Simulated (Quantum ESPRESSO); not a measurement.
# C in Quantum ESPRESSO: phonons with PBE

Aim: the phonons of C with PBE.

All numbers are computed with Quantum ESPRESSO 7.5; they aren't measurements. Logs are shortened: lines on timing, memory, paths and dates and some standing lists are left out, and cuts for length are marked.

### 1 Starting point

The cell holds a slab with vacuum, 2 atoms: a = 2.485 Å, b = 2.485 Å, c = 14.000 Å, α = 90.00°, β = 90.00°, γ = 120.00°.

The cell was built by a generator and needn't be a form met in nature.

### 2 Phonons, PBE

Input file pw.in:

```
&CONTROL
  calculation = 'scf'
  prefix = 'pwscf'
  outdir = './tmp'
  pseudo_dir = './pseudo'
  tprnfor = .true.
  tstress = .true.
  disk_io = 'low'
/
&SYSTEM
  ibrav = 0
  celldm(1) = 8
  nat = 2
  ntyp = 1
  ecutwfc = 82
  nbnd = 9
  occupations = 'smearing'
  smearing = 'gaussian'
  degauss = 0.0110248
/
&ELECTRONS
  conv_thr = 4d-10
  electron_maxstep = 120
  mixing_beta = 0.5
/
ATOMIC_SPECIES
C     12.0110 C.upf
CELL_PARAMETERS alat
  0.5869016911556   0.0000000000000   0.0000000000000
 -0.2934508455778   0.5082717740648   0.0000000000000
  0.0000000000000   0.0000000000000   3.3070207180951
ATOMIC_POSITIONS crystal
C      0.3333333333    0.6666666667    0.5000000000
C      0.6666666667    0.3333333333    0.5000000000
K_POINTS automatic
30 30 1 0 0 0
```

Input file scf2.in:

```
&CONTROL
  calculation = 'scf'
  prefix = 'pwscf'
  outdir = './tmp'
  pseudo_dir = './pseudo'
  tprnfor = .true.
  tstress = .true.
  disk_io = 'low'
/
&SYSTEM
  ibrav = 0
  celldm(1) = 8
  nat = 2
  ntyp = 1
  ecutwfc = 82
  nbnd = 9
  occupations = 'smearing'
  smearing = 'gaussian'
  degauss = 0.0110248
/
&ELECTRONS
  conv_thr = 1d-13
  electron_maxstep = 120
  mixing_beta = 0.5
  startingpot = 'file'
  startingwfc = 'file'
/
ATOMIC_SPECIES
C     12.0110 C.upf
CELL_PARAMETERS alat
  0.5869016911556   0.0000000000000   0.0000000000000
 -0.2934508455778   0.5082717740648   0.0000000000000
  0.0000000000000   0.0000000000000   3.3070207180951
ATOMIC_POSITIONS crystal
C      0.3333333333    0.6666666667    0.5000000000
C      0.6666666667    0.3333333333    0.5000000000
K_POINTS automatic
30 30 1 0 0 0
```

Input file ph.in:

```
phonons of C
&INPUTPH
  prefix = 'pwscf'
  outdir = './tmp'
  tr2_ph = 1d-18
  fildyn = 'dyn'
  niter_ph = 90
  alpha_mix(1) = 0.4
/
0.0000000000 0.0000000000 0.0000000000
```

Input file dynmat.in:

```
&INPUT
  fildyn = 'dyn'
  asr = 'crystal'
  filout = 'dynmat.disp'
  fileig = 'dynmat.eig'
/
```

Potentials or basis: PseudoDojo 0.4.1 SR PBE standard.

The run is started by

```
> OMP_NUM_THREADS=1 mpirun -n 4 pw.x -nk 4 -in pw.in > pw.out
> OMP_NUM_THREADS=1 mpirun -n 4 pw.x -nk 4 -in scf2.in > scf2.out
> OMP_NUM_THREADS=1 mpirun -n 4 ph.x -nk 4 -in ph.in > ph.out
> OMP_NUM_THREADS=1 mpirun -n 1 dynmat.x -in dynmat.in > dynmat.out
```

pw.out:

```text
This program is part of the open-source Quantum ESPRESSO suite
     for quantum simulation of materials; please cite
[... 6 lines left out ...]
     using ibrav=0 with symmetry is DISCOURAGED, use correct ibrav instead

     K-points division:     npool     =       4
     Subspace diagonalization in iterative solution of the eigenvalue problem:
     a serial algorithm will be used

     G-vector sticks info
     --------------------
     sticks:   dense  smooth     PW     G-vecs:    dense   smooth      PW
     Sum         499     499    151                50811    50811    8453

     Using Slab Decomposition

     bravais-lattice index     =            0
     lattice parameter (alat)  =       8.0000  a.u.
     unit-cell volume          =     505.0894 (a.u.)^3
     number of atoms/cell      =            2
     number of atomic types    =            1
     number of electrons       =         8.00
     number of Kohn-Sham states=            9
     kinetic-energy cutoff     =      82.0000  Ry
     charge density cutoff     =     328.0000  Ry
     scf convergence threshold =      4.0E-10
     mixing beta               =       0.5000
     number of iterations used =            8  plain     mixing
     Exchange-correlation= PBE
                           (   1   4   3   4   0   0   0)

     celldm(1)=   8.000000  celldm(2)=   0.000000  celldm(3)=   0.000000
     celldm(4)=   0.000000  celldm(5)=   0.000000  celldm(6)=   0.000000

     crystal axes: (cart. coord. in units of alat)
               a(1) = (   0.586902   0.000000   0.000000 )
               a(2) = (  -0.293451   0.508272   0.000000 )
               a(3) = (   0.000000   0.000000   3.307021 )

     reciprocal axes: (cart. coord. in units 2 pi/alat)
               b(1) = (  1.703863  0.983726 -0.000000 )
               b(2) = (  0.000000  1.967451  0.000000 )
               b(3) = (  0.000000 -0.000000  0.302387 )

     PseudoPot. # 1 for C  read from file:
     C.upf
     Pseudo is Norm-conserving + core correction, Zval =  4.0
     Generated using ONCVPSP code by D. R. Hamann
     Using radial grid of 1248 points,  4 beta functions with:
                l(1) =   0
                l(2) =   0
                l(3) =   1
                l(4) =   1

     atomic species   valence    mass     pseudopotential
     C                 4.00    12.01100     C ( 1.00)

     24 Sym. Ops., with inversion, found

   Cartesian axes

     site n.     atom                  positions (alat units)
         1        C      tau(   1) = (  -0.0000000   0.3388478   1.6535104  )
         2        C      tau(   2) = (   0.2934508   0.1694239   1.6535104  )

     number of k points=    91  Gaussian smearing, width (Ry)=  0.0110
                       cart. coord. in units 2pi/alat
        k(    1) = (   0.0000000   0.0000000   0.0000000), wk =   0.0022222
        k(    2) = (   0.0000000   0.0655817   0.0000000), wk =   0.0133333
        k(    3) = (   0.0000000   0.1311634   0.0000000), wk =   0.0133333
        k(    4) = (   0.0000000   0.1967451   0.0000000), wk =   0.0133333
        k(    5) = (   0.0000000   0.2623268   0.0000000), wk =   0.0133333
        k(    6) = (   0.0000000   0.3279086   0.0000000), wk =   0.0133333
[... 83 lines left out ...]
        k(   90) = (   0.5111589   0.9509348   0.0000000), wk =   0.0266667
        k(   91) = (   0.5679543   0.9837257   0.0000000), wk =   0.0044444

     Dense  grid:    50811 G-vectors     FFT dimensions: (  27,  27, 160)

     Initial potential from superposition of free atoms

     starting charge       7.9999, renormalised to       8.0000

     negative rho (up, down):  1.216E-05 0.000E+00
     Starting wfcs are    8 randomized atomic wfcs +    1 random wfcs

     Self-consistent Calculation

     iteration #  1     ecut=    82.00 Ry     beta= 0.50
     Davidson diagonalization with overlap
     ethr =  1.00E-02,  avg # of iterations =  7.7

     negative rho (up, down):  4.771E-06 0.000E+00

     total energy              =     -24.08679350 Ry
     estimated scf accuracy    <       0.18504868 Ry

     iteration #  2     ecut=    82.00 Ry     beta= 0.50
     Davidson diagonalization with overlap
     ethr =  2.31E-03,  avg # of iterations =  2.6

     negative rho (up, down):  9.381E-07 0.000E+00

     total energy              =     -24.09230576 Ry
     estimated scf accuracy    <       0.01725511 Ry

     iteration #  3     ecut=    82.00 Ry     beta= 0.50
     Davidson diagonalization with overlap
     ethr =  2.16E-04,  avg # of iterations =  6.4

     total energy              =     -24.09517559 Ry
     estimated scf accuracy    <       0.00057209 Ry

     iteration #  4     ecut=    82.00 Ry     beta= 0.50
     Davidson diagonalization with overlap
     c_bands:  1 eigenvalues not converged
     ethr =  7.15E-06,  avg # of iterations =  6.6

     total energy              =     -24.09520943 Ry
     estimated scf accuracy    <       0.00008342 Ry

     iteration #  5     ecut=    82.00 Ry     beta= 0.50
     Davidson diagonalization with overlap
     ethr =  1.04E-06,  avg # of iterations =  4.0

     total energy              =     -24.09522675 Ry
     estimated scf accuracy    <       0.00000141 Ry

     iteration #  6     ecut=    82.00 Ry     beta= 0.50
     Davidson diagonalization with overlap
     ethr =  1.76E-08,  avg # of iterations =  2.4

     total energy              =     -24.09522705 Ry
     estimated scf accuracy    <       0.00000007 Ry

     iteration #  7     ecut=    82.00 Ry     beta= 0.50
     Davidson diagonalization with overlap
     ethr =  8.22E-10,  avg # of iterations =  2.6

     total energy              =     -24.09522708 Ry
     estimated scf accuracy    <          3.6E-09 Ry

     iteration #  8     ecut=    82.00 Ry     beta= 0.50
     Davidson diagonalization with overlap
     ethr =  4.56E-11,  avg # of iterations =  2.6

     End of self-consistent calculation

          k = 0.0000 0.0000 0.0000 (  6329 PWs)   bands (ev):

   -20.9852  -9.1037  -4.6937  -4.6937   1.6907   2.6387   3.2745   5.4456
     6.6119

          k = 0.0000 0.0656 0.0000 (  6333 PWs)   bands (ev):

   -20.9593  -9.0729  -4.8018  -4.7500   1.7258   2.6741   3.3102   5.4805
     6.4163

          k = 0.0000 0.1312 0.0000 (  6343 PWs)   bands (ev):

   -20.8817  -8.9804  -5.1151  -4.9112   1.8313   2.7801   3.4172   5.5854
     6.5016

          k = 0.0000 0.1967 0.0000 (  6339 PWs)   bands (ev):

   -20.7526  -8.8266  -5.6046  -5.1575   2.0070   2.9567   3.5956   5.7599
     6.6008

          k = 0.0000 0.2623 0.0000 (  6333 PWs)   bands (ev):

   -20.5721  -8.6122  -6.2332  -5.4632   2.2531   3.2036   3.8452   6.0036
     6.6245

          k = 0.0000 0.3279 0.0000 (  6328 PWs)   bands (ev):

   -20.3405  -8.3384  -6.9640  -5.8030   2.5693   3.5204   4.1662   6.3141
     6.5749

          k = 0.0000 0.3935 0.0000 (  6336 PWs)   bands (ev):

   -20.0584  -8.0065  -7.7648  -6.1549   2.9555   3.9060   4.5583   6.4781
     6.6234

          k = 0.0000 0.4591 0.0000 (  6312 PWs)   bands (ev):

   -19.7263  -8.6091  -7.6188  -6.5014   3.4114   4.3556   5.0209   5.9128
     6.3534

          k = 0.0000 0.5247 0.0000 (  6314 PWs)   bands (ev):

   -19.3450  -9.4765  -7.1784  -6.8290   3.9364   4.7763   5.1451   5.5515
     6.2195

          k = 0.0000 0.5902 0.0000 (  6328 PWs)   bands (ev):

   -18.9156 -10.3506  -7.1279  -6.6900   4.0933   4.5293   5.5231   6.0278
     6.2120

          k = 0.0000 0.6558 0.0000 (  6344 PWs)   bands (ev):

   -18.4396 -11.2185  -7.3906  -6.1611   3.1999   5.1853   5.9427   6.1771
     6.8517

          k = 0.0000 0.7214 0.0000 (  6352 PWs)   bands (ev):

   -17.9194 -12.0692  -7.6116  -5.6039   2.3218   5.7511   5.9975   6.9059
     7.5965

          k = 0.0000 0.7870 0.0000 (  6342 PWs)   bands (ev):

   -17.3594 -12.8921  -7.7870  -5.0408   1.4974   5.7115   6.7432   7.7016
     8.4137

          k = 0.0000 0.8526 0.0000 (  6346 PWs)   bands (ev):

   -16.7700 -13.6723  -7.9141  -4.5144   0.7786   5.6483   7.6011   8.5598
     9.3013

          k = 0.0000 0.9181 0.0000 (  6354 PWs)   bands (ev):

   -16.1890 -14.3688  -7.9910  -4.1074   0.2539   5.6080   8.5235   9.4729
    10.2548

          k = 0.0000-0.9837 0.0000 (  6366 PWs)   bands (ev):

   -15.8479 -14.7487  -8.0168  -3.9464   0.0533   5.5943   9.4344   9.5803
    10.3133

          k = 0.0568 0.0984 0.0000 (  6323 PWs)   bands (ev):

   -20.9076  -9.0112  -5.0087  -4.8626   1.7961   2.7448   3.3815   5.5507
     6.4780

          k = 0.0568 0.1640 0.0000 (  6339 PWs)   bands (ev):

   -20.8042  -8.8880  -5.4007  -5.0758   1.9367   2.8861   3.5242   5.6902
     6.5831

          k = 0.0568 0.2295 0.0000 (  6335 PWs)   bands (ev):

   -20.6494  -8.7040  -5.9489  -5.3629   2.1477   3.0979   3.7383   5.8993
     6.6797

          k = 0.0568 0.2951 0.0000 (  6342 PWs)   bands (ev):

   -20.4434  -8.4598  -6.6186  -5.6960   2.4288   3.3798   4.0236   6.1771
     6.6903

          k = 0.0568 0.3607 0.0000 (  6334 PWs)   bands (ev):

   -20.1865  -8.1569  -7.3760  -6.0504   2.7801   3.7312   4.3802   6.5164
     6.6310

          k = 0.0568 0.4263 0.0000 (  6328 PWs)   bands (ev):

   -19.8794  -8.1922  -7.7970  -6.4062   3.2012   4.1500   4.8078   6.2871
     6.5262

          k = 0.0568 0.4919 0.0000 (  6318 PWs)   bands (ev):

   -19.5227  -9.0433  -7.3826  -6.7482   3.6918   4.6218   5.3054   5.4648
     6.3988

          k = 0.0568 0.5574 0.0000 (  6330 PWs)   bands (ev):

   -19.1174  -9.9105  -7.0651  -6.9177   4.2511   4.5047   5.2583   5.8662
     6.2717

          k = 0.0568 0.6230 0.0000 (  6327 PWs)   bands (ev):

   -18.6646 -10.7791  -7.3484  -6.4081   3.6303   4.8773   5.8627   6.1095
     6.5387

          k = 0.0568 0.6886 0.0000 (  6338 PWs)   bands (ev):

   -18.1664 -11.6367  -7.5920  -5.8632   2.7435   5.5580   6.0137   6.5560
     7.2417

          k = 0.0568 0.7542 0.0000 (  6342 PWs)   bands (ev):

   -17.6258 -12.4727  -7.7914  -5.2993   1.8905   5.8612   6.3734   7.3180
     8.0229

          k = 0.0568 0.8198 0.0000 (  6340 PWs)   bands (ev):

   -17.0493 -13.2751  -7.9435  -4.7469   1.1131   5.7954   7.1893   8.1441
     8.8753

          k = 0.0568 0.8854 0.0000 (  6359 PWs)   bands (ev):

   -16.4557 -14.0214  -8.0460  -4.2660   0.4781   5.7430   8.0800   9.0285
     9.7970

          k = 0.0568 0.9509 0.0000 (  6358 PWs)   bands (ev):
[... 261 lines left out ...]
   -16.2042 -12.7976 -10.7259  -3.7417   0.4775   8.3893   8.8886   9.9784
    10.1706

          k = 0.3976 0.8854 0.0000 (  6329 PWs)   bands (ev):

   -15.6331 -13.4254 -10.9002  -3.2178  -0.1033   9.2396   9.2549   9.9443
    11.0463

          k = 0.3976 0.9509 0.0000 (  6345 PWs)   bands (ev):

   -15.1315 -13.9611 -10.9829  -2.8536  -0.4964   9.3879   9.8553  10.1621
    11.0231

          k = 0.4544 0.7870 0.0000 (  6331 PWs)   bands (ev):

   -16.2257 -12.6034 -10.9343  -3.7452   0.5138   8.3558   8.8285  10.0930
    10.7021

          k = 0.4544 0.8526 0.0000 (  6329 PWs)   bands (ev):

   -15.6660 -13.0969 -11.2767  -3.1852  -0.0806   9.1107   9.1776  10.7687
    10.9893

          k = 0.4544 0.9181 0.0000 (  6332 PWs)   bands (ev):

   -15.1151 -13.6257 -11.4673  -2.6887  -0.5972   9.1783  10.0121  10.7222
    11.4788

          k = 0.4544 0.9837 0.0000 (  6339 PWs)   bands (ev):

   -14.7798 -13.9575 -11.5275  -2.4511  -0.8414   9.1809  10.6068  10.7114
    11.1278

          k = 0.5112 0.8854 0.0000 (  6325 PWs)   bands (ev):

   -15.1169 -13.4553 -11.6809  -2.6304  -0.6322   9.1028   9.9844  11.1677
    11.5200

          k = 0.5112 0.9509 0.0000 (  6326 PWs)   bands (ev):

   -14.6156 -13.8579 -11.8881  -2.1551  -1.1045   9.0520  10.7190  11.1209
    11.6201

          k = 0.5680 0.9837 0.0000 (  6333 PWs)   bands (ev):

   -14.1820 -14.1820 -12.0493  -1.6250  -1.6250   8.9998  11.1144  11.1144
    11.7722

     the Fermi energy is    -1.6250 ev

!    total energy              =     -24.09522708 Ry
     estimated scf accuracy    <          1.4E-10 Ry
     smearing contrib. (-TS)   =      -0.00002765 Ry
     internal energy E=F+TS    =     -24.09519943 Ry

     The total energy is F=E-TS. E is the sum of the following terms:
     one-electron contribution =    -141.44448499 Ry
     hartree contribution      =      72.24713871 Ry
     xc contribution           =      -8.54455545 Ry
     ewald contribution        =      53.64670229 Ry

     convergence has been achieved in   8 iterations

     Forces acting on atoms (cartesian axes, Ry/au):

     atom    1 type  1   force =     0.00000000   -0.00000000    0.00000000
     atom    2 type  1   force =     0.00000000    0.00000000    0.00000000

     Total force =     0.000000     Total SCF correction =     0.000000

     Computing stress (Cartesian axis) and pressure

          total   stress  (Ry/bohr**3)                   (kbar)     P=      -14.39
  -0.00014555   0.00000000   0.00000000          -21.41        0.00        0.00
  -0.00000000  -0.00014555   0.00000000           -0.00      -21.41        0.00
   0.00000000   0.00000000  -0.00000230            0.00        0.00       -0.34

=------------------------------------------------------------------------------=
   JOB DONE.
=------------------------------------------------------------------------------=
```

It took 2.6 min on 4 MPI ranks of AMD EPYC 7R43 (Zen 3), shared host; peak memory 0.44 GiB.

Results:

```
Free energy                   : -327.8323 eV
Band gap on the k mesh        : none (metal or under the smearing width)
Highest phonon frequency at Γ : 1505 cm⁻¹
```

Stress tensor (GPa, compression positive):
```
-2.14  0.00  0.00
 0.00 -2.14  0.00
 0.00  0.00 -0.03
```

Phonon frequencies in cm⁻¹ (negative: imaginary):
```
              q point            frequencies
(0.000, 0.000, 0.000)  -1 -1 3 876 1505 1505
```

Optical modes at Γ, degenerate ones joined:
| cm⁻¹ | components | symmetry | active in |
| --- | --- | --- | --- |
| 876 | 1 | B1g | silent |
| 1505 | 2 | E2g | Raman |

Caveat: the mesh is thin for the phonons of a metal.
